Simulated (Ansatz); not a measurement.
# Lattice dynamics of CaO (Lime, Fm-3m)

Wanted: phonon frequencies of CaO (Lime, Fm-3m) and what follows from them.

Main program and level: Ansatz 0.2.0; DFT PBEsol, scalar-relativistic, plane waves, PAW.

Report form: the programs' logs are mostly left out.

## (1) Set-up

The structure is cubic, space group Fm-3m (No. 225). The conventional cell has a = 4.813 Å, b = 4.813 Å, c = 4.813 Å, α = 90.00°, β = 90.00°, γ = 90.00°. Ca has 6 O at 2.41 Å nearest. Nearest to O lie 6 Ca at 2.41 Å. Farther neighbours and most contacts between anions are not listed.

## (2) Bringing the structure to rest

Harmonic phonons are second derivatives at a point where the forces vanish, and they are wanted at zero stress, so atoms and cell are relaxed first.

input.yaml

```yaml
crystal:
  lattice:
    - [0.0, 2.4065, 2.4065]
    - [2.4065, 0.0, 2.4065]
    - [2.4065, 2.4065, 0.0]
  atoms:
    - { symbol: Ca, position: [0.0, 0.0, 0.0] }
    - { symbol: O, position: [0.5, 0.5, 0.5] }
kpoints:
  mp_grid: { grid: [8, 8, 8] }
hamiltonian:
  xc: pbesol
scf:
  occupations: { method: gaussian, width: 0.02 }
output:
  forces: true
  stress: true
  eigenvalues: true
  write_density: true
  write_potential: true
  elf: true
  volumetric_format: npy
relax:
  adjacent_minimum: "off"
  f_tol: 0.005
  max_steps: 80
  cell: { stress_tol: 0.05 }
```

Launch:

```
$ ansatz run input.yaml --threads 4 --pin off --max-ram 7168MiB --backend cpu --events-out ev --progress --plain --runs-dir out
```

The job ended after 4.6 s (4 threads of Intel Xeon Platinum 8375C at 2.90GHz (Ice Lake), shared host; peak memory 0.36 GiB; 6.4 s of CPU time).

Relaxation path:

```tsv
step	energy less that of the first step (eV)	largest force component (eV/Å)	pressure (GPa)	volume (Å³)
1	0.0000	0.0000	-3.12	27.87
2	-0.0098	0.0000	0.72	26.95
3	-0.0097	0.0000	-0.03	27.12
4*	-0.0077	0.0000	-0.16	27.12
5	-0.0078	0.0000	0.00	27.08
6*	-0.0078	0.0000	-0.01	27.08
```

Relaxation steps marked * repeat the geometry before them on a plane-wave basis chosen anew for their cell, so energy and pressure can jump there.

The run keeps the 48 symmetry operations that it works with, so distortions that break them were not tested.

```tsv
conventional cell, symmetrised	before	after	change
a (Å)	4.813	4.767	-1.0 %
b (Å)	4.813	4.767	-1.0 %
c (Å)	4.813	4.767	-1.0 %
volume (Å³/atom)	13.94	13.54	-2.8 %
```

Final coordinates:

```xyz
2
Lattice="0.0000 2.3836 2.3836 2.3836 0.0000 2.3836 2.3836 2.3836 0.0000" Properties=species:S:1:pos:R:3 pbc="T T T"
Ca    0.0000    0.0000    0.0000
O     2.3836    2.3836    2.3836
```

This step gave:

- pressure: -0.005870 GPa
- gap on the k-mesh: 3.544 eV
- volume per atom: 13.54 Å³
- direct gap on mesh: 3.916 eV

Valence density in the ac plane of the conventional cell at fractional y = 0.000, with atoms of Ca and O within 0.2 Å of it. It is the smooth field of the valence electrons, not physical close to the nuclei.

Ten even steps from '_' (0.1 e/Å³) to '@' (6.8 e/Å³), each cell a mean:
```
%%++..____::**%%==..____--##
--::________::::..______..--
____________________________
____________________________
..__________......________..
++::______::++**--..____..==
@@++..____--%%@@**..____::%%
%%==..____--##%%++..____::**
::..______..----::________::
____________________________
____________________________
....________....__________..
**--..____..==++::______::++
@@**..____::%%@@++..____--%%
```
Columns run along a (4.8 Å), rows up along c (4.8 Å), edges of the conventional cell, whose origin can differ from the input's. Atoms in or near the plane, at fractional coordinates: Ca at (0.00, 0.00), Ca at (0.50, 0.50), O at (0.50, 0.00), O at (0.00, 0.50).

ELF in the ac plane of the conventional cell at fractional y = 0.000, with atoms of Ca and O within 0.2 Å of it. It is the smooth field of the valence electrons, not physical close to the nuclei.

Ten even steps from '0' (0.05) to '9' (0.84), each cell a mean:
```
99715976982399
98404899961179
42002455530013
22100011100012
87510477520368
89722899951599
48824999971596
69823999971597
99611799840489
55300134200245
11000122210001
75203688751047
99515998972289
99715964882499
```
Columns run along a (4.8 Å), rows up along c (4.8 Å), edges of the conventional cell, whose origin can differ from the input's. Atoms in or near the plane, at fractional coordinates: Ca at (0.00, 0.00), Ca at (0.50, 0.50), O at (0.50, 0.00), O at (0.00, 0.50).

Electrostatic potential energy in the ac plane of the conventional cell at fractional y = 0.000, with atoms of Ca and O within 0.2 Å of it. With pseudopotentials it is smooth inside the atoms' cores, unlike the true potential.

Ten even steps from '0' (-53 eV) to '9' (12 eV), each cell a mean:
```
02699732599840
35899976899864
78999999999988
99999999999999
89999866789999
46998521379985
14897300169962
25998400269973
68998643589997
99999887899999
99999999999999
67899998999986
13799854699852
01699621489730
```
Columns run along a (4.8 Å; values clipped at the 3rd and 97th percentile), rows up along c (4.8 Å), edges of the conventional cell, whose origin can differ from the input's. Atoms in or near the plane, at fractional coordinates: Ca at (0.00, 0.00), Ca at (0.50, 0.50), O at (0.50, 0.00), O at (0.00, 0.50).

In this step the volume went from 13.94 to 13.54 Å³/atom.

## (3) Relaxing to small forces for the phonons

Phonons need a cell at rest on their own settings, so the relaxation is repeated with tight tolerances on forces and stress, using the mesh and the filling of the phonon run that follows.

input.yaml

```yaml
crystal:
  lattice:
    - [0.0, 2.3835706879, 2.3835706879]
    - [2.3835706879, 0.0, 2.3835706879]
    - [2.3835706879, 2.3835706879, 0.0]
  atoms:
    - { symbol: Ca, position: [0.0, 0.0, 0.0] }
    - { symbol: O, position: [0.5, 0.5, 0.5] }
kpoints:
  mp_grid: { grid: [8, 8, 8] }
hamiltonian:
  xc: pbesol
scf:
  occupations: { method: fixed }
output:
  forces: true
  stress: true
  eigenvalues: true
relax:
  adjacent_minimum: "off"
  f_tol: 0.001
  max_steps: 60
  cell: { stress_tol: 0.01 }
```

Wall time 1.6 s (4 threads); peak memory 0.34 GiB; 2.3 s of CPU time.

Little changed from the start: no atom moved by 0.005 Å and no cell edge by 0.1 %.

Numbers from this step:

```yaml
pressure: -0.005879 GPa
```

The forces vanish by symmetry and the pressure is -0.006 GPa, within the tolerances set. The cell now holds 13.54 Å³/atom.

## (4) The dispersion

Stability and thermal properties need the whole zone. Linear response on a 4×4×4 q mesh gives force constants as far as a supercell of that size would.

input.yaml, the sections that differ from step 3:

```yaml
output:
  eigenvalues: true
phonons:
  method: dfpt
  dielectric: true
  rigid_motions: translations
  raman: true
  qmesh: [4, 4, 4]
  temperatures: { t_max: 1000, t_step: 50 }
  qpath:
    path:
      - [[0.0, 0.0, 0.0], [0.5, 0.0, 0.5], [0.625, 0.25, 0.625]]
      - [[0.375, 0.375, 0.75], [0.0, 0.0, 0.0], [0.5, 0.5, 0.5], [0.5, 0.25, 0.75], [0.5, 0.0, 0.5]]
    npoints: 10
# crystal, kpoints, hamiltonian, scf: as in step 3
# relax: removed
```

The job ended after 100 s (4 threads; peak memory 0.87 GiB; 4.1 min of CPU time).

This step gave:

| Property | Result |
| --- | --- |
| sum-rule residual before enforcement | 3.29e-4 eV/Å² |
| miss of the charge sum rule | 4.93e-4 e |
| estimated error of the dielectric tensor | 0.009066 |
| estimated error of the Born charges | 0.01084 e |
| lowest frequency on the path | 0 cm⁻¹ |
| point group | m-3m |
| highest frequency on the path or at a solved wavevector | 551.4 cm⁻¹ |
| mean frequency | 288.4 cm⁻¹ |
| Debye temperature (second moment) | 564 K |
| logarithmic mean frequency | 272 cm⁻¹ |
| highest optical mode at the zone centre (no LO-TO term) | 272.9 cm⁻¹ |
| lowest optical zone-centre mode | 272.9 cm⁻¹ |
| mean high-frequency dielectric constant | 3.856 |
| largest Born charge (third of the trace) | 2.360 e |
| mean static dielectric constant | 15.74 |
| top of the zone-centre spectrum with the field | 551.4 cm⁻¹ |

Optical modes at the zone centre, without and with the macroscopic field of the longitudinal modes; each column is sorted by frequency, so a row need not hold one and the same mode. Modes with and without the field, by row:

```tsv
rank among optical modes	no field (cm⁻¹)	q along (1, 0, 0) (cm⁻¹)
1	272.9	272.9
2	272.9	272.9
3	272.9	551.4
```

Born charge (rows field, columns displacement) (e), principal values of the symmetric part by kind of site:

```tsv
atom	atoms with these values	low	middle	high	mean
Ca1	1	2.36	2.36	2.36	2.36
O2	1	-2.36	-2.36	-2.36	-2.36
```

In full for O2:

```
-2.36  0.00  0.00
 0.00 -2.36  0.00
 0.00  0.00 -2.36
```

High-frequency dielectric tensor:

```
3.86 0.00 0.00
0.00 3.86 0.00
0.00 0.00 3.86
```

Static dielectric tensor (ions relaxed, fixed cell):

```
15.74  0.00  0.00
 0.00 15.74  0.00
 0.00  0.00 15.74
```

Transverse modes. Infrared lines, with heights relative to the strongest:

```tsv
position (cm⁻¹)	label	relative intensity
273	T1u	100
```

Frequencies (cm⁻¹) solved at each irreducible wavevector; negative means imaginary. Frequencies by wavevector, by row:

```tsv
q in reciprocal lattice units	star	mode 1	mode 2	mode 3	mode 4	mode 5	mode 6
0 0 0	1	0	0	0	272.9	272.9	272.9
0 0 0.25	8	129.4	129.4	231.2	291	291	527.5
0 0 -0.5	4	178.7	178.7	306.8	306.8	372.4	470.5
0 0.25 0.25	6	144.9	144.9	233.4	289	289	483.9
0 0.25 -0.5	24	192.1	225.2	301.4	306.5	328.9	425.9
0 0.25 -0.25	12	175.5	220.6	294.9	306.7	315.9	463.9
0 -0.5 -0.5	3	201.3	201.3	293.8	297.7	297.7	386.2
0.25 -0.5 -0.25	6	240.2	264.3	264.3	341.4	341.4	357.1
```

Interpolated from a 4×4×4 q mesh, with the LO-TO term (at Γ the limit along the path; where Γ stands inside the path, tables give the limit on arrival). Phonon branches along the path, in cm⁻¹:

```tsv
point	branch 1	branch 2	branch 3	branch 4	branch 5	branch 6
Γ	0	0	0	273	273	551
halfway	145	145	233	289	289	484
X	201	201	294	298	298	386
halfway	203	225	290	299	322	380
U	203	271	279	302	362	373
jump to K	203	271	279	302	362	373
halfway	148	173	252	297	301	502
Γ	0	0	0	273	273	551
halfway	129	129	231	291	291	528
L	179	179	307	307	372	470
halfway	196	225	310	318	338	432
W	240	264	264	341	341	357
halfway	222	226	287	311	329	374
X	201	201	294	298	298	386
```

The phonon density of states has structure finer than the step of the table below, so its rows give means over 20 cm⁻¹, whole bins alone (the curve runs from 2.5 to 552 cm⁻¹). Peaks (cm⁻¹: height): 202.5: 0.0299, 307.5: 0.0916.

Tetrahedra on a 24×24×24 mesh, mean over bins of 5 cm-1. Interpolated from a 4×4×4 q mesh. Table of phonon density of states by wavenumber; means over each step:

```tsv
wavenumber (cm⁻¹)	phonon density of states (1/cm⁻¹/cell)
20	5.6e-5
40	2.7e-4
60	6.7e-4
80	0.00131
100	0.00232
120	0.00392
140	0.00654
160	0.0113
180	0.0223
200	0.0262
220	0.0159
240	0.0114
260	0.00853
280	0.0223
300	0.0657
320	0.0328
340	0.0153
360	0.00400
380	0.00542
400	0.00612
420	0.00656
440	0.00711
460	0.00754
480	0.00610
500	0.00461
520	0.00355
540	0.00210
```

The partial phonon density of states has structure finer than the step of the table below, so its rows give means over 20 cm⁻¹, whole bins alone (the curve runs from -10 to 577 cm⁻¹). Peaks (cm⁻¹: height): Ca 193.0: 0.0259, 289.0: 0.0237; O 307.5: 0.0636.

Phonopy on the run's constants, 21x21x21 mesh, Gaussian sigma 4.2 cm-1. Interpolated from a 4×4×4 q mesh. The partial phonon density of states by wavenumber; means over each step; values in 1/cm⁻¹/cell:

```tsv
wavenumber (cm⁻¹)	Ca	O
0	1.1e-5	3.7e-6
20	5.1e-5	1.8e-5
40	2.0e-4	7.4e-5
60	4.7e-4	1.7e-4
80	0.00100	3.3e-4
100	0.00178	5.1e-4
120	0.00320	7.8e-4
140	0.00548	0.00103
160	0.0101	0.00130
180	0.0208	0.00142
200	0.0244	0.00146
220	0.0151	9.1e-4
240	0.0107	7.0e-4
260	0.00777	8.8e-4
280	0.0136	0.00929
300	0.0171	0.0470
320	0.00602	0.0279
340	0.00392	0.0109
360	0.00197	0.00266
380	4.0e-4	0.00497
400	3.4e-4	0.00575
420	4.5e-4	0.00607
440	6.2e-4	0.00641
460	8.7e-4	0.00663
480	0.00104	0.00505
500	0.00103	0.00358
520	9.0e-4	0.00266
540	5.8e-4	0.00154
560	4.4e-5	1.1e-4
```

Second derivatives of the energy by pair, one row for each kind of neighbour of each atom listed. Each entry sums the pair over the periodic images of the supercell that the q mesh stands for, and in a polar crystal it holds the long-range dipole part too. Force constants by pair, by row:

```tsv
atom	neighbour	distance (Å)	third of the trace (eV/Å²)	along the pair's line (eV/Å²)
Ca1	itself	0	9.089	–
Ca1	O	2.384	-0.9694	-0.7234
Ca1	Ca	3.371	-0.2341	-1.981
Ca1	O	4.128	0.0038	0.515
Ca1	Ca	4.767	-0.1749	-0.6867
Ca1	O	5.33	0.0565	0.3483
Ca1	Ca	5.839	-0.0404	-0.232
Ca1	Ca	6.742	-0.036	-0.2583
Ca1	O	7.151	0.0388	0.141
O2	itself	0	7.145	–
O2	Ca	2.384	-0.9694	-0.7234
O2	O	3.371	-0.0599	-1.028
O2	Ca	4.128	0.0038	0.515
O2	O	4.767	-0.2165	-0.7794
O2	Ca	5.33	0.0565	0.3483
O2	O	5.839	-0.0297	-0.1924
O2	O	6.742	-0.0652	-0.2991
O2	Ca	7.151	0.0739	0.1651
```

Harmonic thermodynamic functions per atom, from the density of states. Interpolated from a 4×4×4 q mesh. Thermodynamic functions, by row:

```tsv
T (K)	F_vib (meV/atom)	S (J/mol-atom/K)	C_V (J/mol-atom/K)
0	53.64	0	0
50	53.59	0.448	1.552
100	52.69	3.445	8.175
200	44.47	12.47	17.53
300	27.31	20.36	21.11
400	2.81	26.68	22.66
500	-27.59	31.82	23.44
600	-62.87	36.14	23.88
700	-102.3	39.84	24.16
800	-145.3	43.08	24.34
900	-191.5	45.95	24.46
1000	-240.4	48.54	24.55
```

Harmonic mean-square displacement, third of the trace. Interpolated from a 4×4×4 q mesh. Mean square displacements, by row:

```tsv
T (K)	Ca1 U_eq (Å²)	O2 U_eq (Å²)
0	0.00199	0.00333
100	0.00238	0.00359
300	0.0049	0.00593
600	0.0093	0.01066
```

Symmetry leaves 8 wavevectors to solve. The lowest mode among them, the acoustic zeros apart, lies at q = (0, 0, 0.25) and is real, 129 cm⁻¹.

## (5) Isotope substitution, element Ca, natural mass 40.078 amu

An isotope changes the mass and not the force constants, so no new electronic calculation is needed; the shifts show which modes move this element.

The same force constants with the mass of Ca changed from 40.078 to 47.953 u (phonopy, no LO-TO term). Both lists are sorted by frequency; levels can cross, so a row need not hold one and the same mode. Modes under 3 cm⁻¹ are left out. Isotope shifts, by row:

```tsv
q	rank	natural mass (cm⁻¹)	changed mass (cm⁻¹)
0 0 0	4	272.9	266.5
0 0 0	5	272.9	266.5
0 0 0	6	272.9	266.5
0 0 0.25	1	129.4	119.7
0 0 0.25	2	129.4	119.7
0 0 0.25	3	231.2	215.9
0 0 0.25	4	291	287.6
0 0 0.25	5	291	287.6
0 0 0.25	6	527.5	516.4
0 0 -0.5	1	178.7	163.4
0 0 -0.5	2	178.7	163.4
0 0 -0.5	3	306.8	306.8
0 0 -0.5	4	306.8	306.8
0 0 -0.5	5	372.4	340.4
0 0 -0.5	6	470.5	470.5
0 0.25 0.25	1	144.9	134.7
0 0.25 0.25	2	144.9	134.7
0 0.25 0.25	3	233.4	217.3
0 0.25 0.25	4	289	284.3
0 0.25 0.25	5	289	284.3
0 0.25 0.25	6	483.9	475.3
```

A mode of this element alone would shift by -8.58 %. The highest zone-centre frequency without the field goes from 272.9 to 266.5 cm⁻¹ (-2.4 %). The product of the frequency ratios over all optical modes at Γ is 0.931; the product rule, (m/m′)^(3k/2) (M′/M)^(3/2) with k = 1 such atoms and M the mass of the cell, gives 0.931.

## (6) Isotope substitution, element O, natural mass 15.999 amu

The same for O, from 16.00 to 18.00 u.

The same force constants with the mass of O changed from 15.999 to 17.999 u (phonopy, no LO-TO term). Both lists are sorted by frequency; levels can cross, so a row need not hold one and the same mode. Modes under 3 cm⁻¹ are left out. Isotope shifts, by row:

```tsv
q	rank	natural mass (cm⁻¹)	changed mass (cm⁻¹)
0 0 0	4	272.9	261.9
0 0 0	5	272.9	261.9
0 0 0	6	272.9	261.9
0 0 0.25	1	129.4	128.2
0 0 0.25	2	129.4	128.2
0 0 0.25	3	231.2	227.4
0 0 0.25	4	291	276.9
0 0 0.25	5	291	276.9
0 0 0.25	6	527.5	505.6
0 0 -0.5	1	178.7	178.7
0 0 -0.5	2	178.7	178.7
0 0 -0.5	3	306.8	289.2
0 0 -0.5	4	306.8	289.2
0 0 -0.5	5	372.4	372.4
0 0 -0.5	6	470.5	443.6
0 0.25 0.25	1	144.9	143
0 0.25 0.25	2	144.9	143
0 0.25 0.25	3	233.4	230.2
0 0.25 0.25	4	289	276.1
0 0.25 0.25	5	289	276.1
0 0.25 0.25	6	483.9	462.7
```

A mode of this element alone would shift by -5.72 %. The highest zone-centre frequency without the field goes from 272.9 to 261.9 cm⁻¹ (-4.1 %). The product of the frequency ratios over all optical modes at Γ is 0.883; the product rule, (m/m′)^(3k/2) (M′/M)^(3/2) with k = 1 such atoms and M the mass of the cell, gives 0.883.

## (7) Summary of results

| Property | Result |
| --- | --- |
| space group after relaxation (within 0.01 Å) | Fm-3m |
| volume per atom | 13.5 Å³ |
| gap on the k-mesh | 3.54 eV |
| highest optical mode at the zone centre (no LO-TO term) | 273 cm⁻¹ |
| top of the zone-centre spectrum with the field | 551 cm⁻¹ |
| lowest optical zone-centre mode | 273 cm⁻¹ |
| mean high-frequency dielectric constant | 3.86 |
| mean static dielectric constant | 15.7 |
| largest Born charge (third of the trace) | 2.36 e |
| lowest mode on the q mesh (acoustic modes at Γ apart) | 129 cm⁻¹ |
| highest frequency on the path or at a solved wavevector | 551 cm⁻¹ |
| zero-point energy per atom | 53.6 meV |
| heat capacity at 300 K | 21.1 J/(mol atoms K) |
| vibrational entropy at 300 K | 20.4 J/(mol atoms K) |
| Debye temperature (second moment) | 564 K |
| imaginary modes on the 4×4×4 q mesh | none |

In words: The structure is a minimum as far as tested: no mode is imaginary at the 8 irreducible wavevectors of the 4×4×4 mesh, and the softest away from the acoustic zeros lies at 129 cm⁻¹. Without the field, the optical modes at Γ form one degenerate level at 273 cm⁻¹. With the macroscopic field of the longitudinal modes the top of the zone-centre spectrum lies at 551 cm⁻¹, against 273 cm⁻¹ without it. Lattice motion raises the mean dielectric constant from 3.856 to 15.74. The strongest infrared line is at 273 cm⁻¹. No mode is Raman active to first order. These are harmonic frequencies at zero temperature: anharmonic shifts, linewidths and thermal expansion are left out.

[Logs are printed without paths, hosts, clocks, repeated set-up lines and the standing remarks that a program may print on its own settings, such as how far it seeks lower states.]

[Hosts, paths, dates, database ids (printed as entryN), source tags and the programs' standing remarks are cut or masked in the printed files.]
